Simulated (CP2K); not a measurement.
A run of CP2K 2026.2 is set up as follows.

The input ge_bands.inp:

```
&GLOBAL
  PROJECT ge_bands
  RUN_TYPE ENERGY_FORCE
  PRINT_LEVEL LOW
&END GLOBAL
&FORCE_EVAL
  METHOD QS
  STRESS_TENSOR ANALYTICAL
  &DFT
    BASIS_SET_FILE_NAME BASIS_MOLOPT_UZH
    POTENTIAL_FILE_NAME POTENTIAL_UZH
    &MGRID
      CUTOFF 450
      REL_CUTOFF 60
      NGRIDS 5
    &END MGRID
    &QS
      METHOD GPW
      EPS_DEFAULT 1.0E-9
    &END QS
    &KPOINTS
      SCHEME MONKHORST-PACK 8 8 8
      GAMMA_CENTERED T
      SYMMETRY T
      SYMMETRY_BACKEND SPGLIB
    &END KPOINTS
    &SCF
      SCF_GUESS ATOMIC
      EPS_SCF 1.0E-6
      MAX_SCF 100
      ADDED_MOS 10
      CHOLESKY OFF
      EPS_EIGVAL 1.0E-7
      &DIAGONALIZATION ON
        ALGORITHM STANDARD
      &END DIAGONALIZATION
      &MIXING ON
        METHOD BROYDEN_MIXING
        ALPHA 0.4
        BETA 1.5
        NBUFFER 8
      &END MIXING
      &SMEAR ON
        METHOD FERMI_DIRAC
        ELECTRONIC_TEMPERATURE [K] 116.045
      &END SMEAR
    &END SCF
    &XC
      &XC_FUNCTIONAL PBE
      &END XC_FUNCTIONAL
    &END XC
    &PRINT
      &KPOINTS ON
      &END KPOINTS
      &MULLIKEN ON
      &END MULLIKEN
      &MO ON
        ENERGIES T
        OCCUPATION_NUMBERS T
        &EACH
          QS_SCF 0
        &END EACH
        ADD_LAST NUMERIC
      &END MO
      &BAND_STRUCTURE
        FILE_NAME bands.bs
        ADDED_MOS 4
        &KPOINT_SET
          UNITS B_VECTOR
          NPOINTS 8
          SPECIAL_POINT GAMMA 0.00000000 0.00000000 0.00000000
          SPECIAL_POINT X 0.50000000 0.00000000 0.50000000
          SPECIAL_POINT W 0.50000000 0.25000000 0.75000000
          SPECIAL_POINT K 0.37500000 0.37500000 0.75000000
          SPECIAL_POINT GAMMA 0.00000000 0.00000000 0.00000000
          SPECIAL_POINT L 0.50000000 0.50000000 0.50000000
          SPECIAL_POINT U 0.62500000 0.25000000 0.62500000
          SPECIAL_POINT W 0.50000000 0.25000000 0.75000000
          SPECIAL_POINT L 0.50000000 0.50000000 0.50000000
          SPECIAL_POINT K 0.37500000 0.37500000 0.75000000
        &END KPOINT_SET
        &KPOINT_SET
          UNITS B_VECTOR
          NPOINTS 8
          SPECIAL_POINT U 0.62500000 0.25000000 0.62500000
          SPECIAL_POINT X 0.50000000 0.00000000 0.50000000
        &END KPOINT_SET
      &END BAND_STRUCTURE
    &END PRINT
  &END DFT
  &SUBSYS
    &CELL
      A 4.0006828887 0.0000000000 0.0000000000
      B 2.0003414444 3.4646930141 0.0000000000
      C 2.0003414444 1.1548976714 3.2665439000
      PERIODIC XYZ
    &END CELL
    &COORD
      SCALED
      Ge  0.7500000000 0.7500000000 0.7500000000
      Ge  0.5000000000 0.5000000000 0.5000000000
    &END COORD
    &KIND Ge
      BASIS_SET TZVP-MOLOPT-PBE-GTH-q4
      POTENTIAL GTH-PBE-q4
    &END KIND
    &PRINT
      &ATOMIC_COORDINATES ON
      &END ATOMIC_COORDINATES
      &CELL ON
      &END CELL
    &END PRINT
  &END SUBSYS
  &PRINT
    &FORCES ON
    &END FORCES
    &STRESS_TENSOR ON
    &END STRESS_TENSOR
  &END PRINT
&END FORCE_EVAL
```

Potentials or basis: POTENTIAL_UZH Ge GTH-PBE-q4; TZVP-MOLOPT-PBE-GTH basis.

Launch:

```sh
$ OMP_NUM_THREADS=1 cp2k.psmp -i ge_bands.inp -o ge_bands.out
```

Problem. What does it give for the band gap along the path?

Solution. 0.04 eV, direct.

Problem. Predict the pressure.

Solution. 3.9 GPa.

Problem. What does it give for the band gap on the k mesh?

Solution. 0.04 eV, direct.

Levels at the corners of the path, in eV from the valence-band top:
```tsv
point	band 1	band 2	band 3	band 4	band 5	band 6	band 7	band 8	band 9
Γ	-12.73	0.00	0.00	0.00	0.04	2.60	2.60	2.60	8.16
X	-8.90	-8.90	-3.06	-3.06	0.73	0.73	9.80	9.80	11.98
W	-8.80	-8.80	-3.91	-3.91	4.42	4.42	4.85	4.85	11.23
K	-9.37	-8.31	-4.34	-2.62	1.16	4.18	7.49	7.63	8.50
Γ	-12.73	0.00	0.00	0.00	0.04	2.60	2.60	2.60	8.16
L	-10.68	-7.61	-1.39	-1.39	0.18	3.81	3.81	8.68	11.06
U	-9.37	-8.31	-4.34	-2.62	1.16	4.18	7.49	7.63	8.50
W	-8.80	-8.80	-3.91	-3.91	4.42	4.42	4.85	4.85	11.23
L	-10.68	-7.61	-1.39	-1.39	0.18	3.81	3.81	8.68	11.06
K	-9.37	-8.31	-4.34	-2.62	1.16	4.18	7.49	7.63	8.50
U	-9.37	-8.31	-4.34	-2.62	1.16	4.18	7.49	7.63	8.50
X	-8.90	-8.90	-3.06	-3.06	0.73	0.73	9.80	9.80	11.98
```

Caveat: the basis of atomic orbitals isn't converged, which shifts pressures, moduli and gaps.

**Experimental background.**

“Temperature-dependent photoluminescence in Ge: experiment and theory”, 2020, arxiv:2003.00143 reports, for a bulk crystal of Ge at 0 K: band gap 0.744 eV (indirect).

A measured gap of Ge is 0.744 eV (indirect; 0 K; “Temperature-dependent photoluminescence in Ge: experiment and theory”, 2020, arxiv:2003.00143); the calculated 0.04 eV misses it by -0.71 eV. 3 values of this kind are on record (0.666 to 0.807 eV); this one was drawn at random among those near their median. Spin-orbit coupling on Ge is left out. The value is that of PBE in an atomic basis (POTENTIAL_UZH Ge GTH-PBE-q4; TZVP-MOLOPT-PBE-GTH basis), whose error adds to the functional's,, without temperature or zero-point motion. Semilocal functionals fall short of measured gaps as a rule.
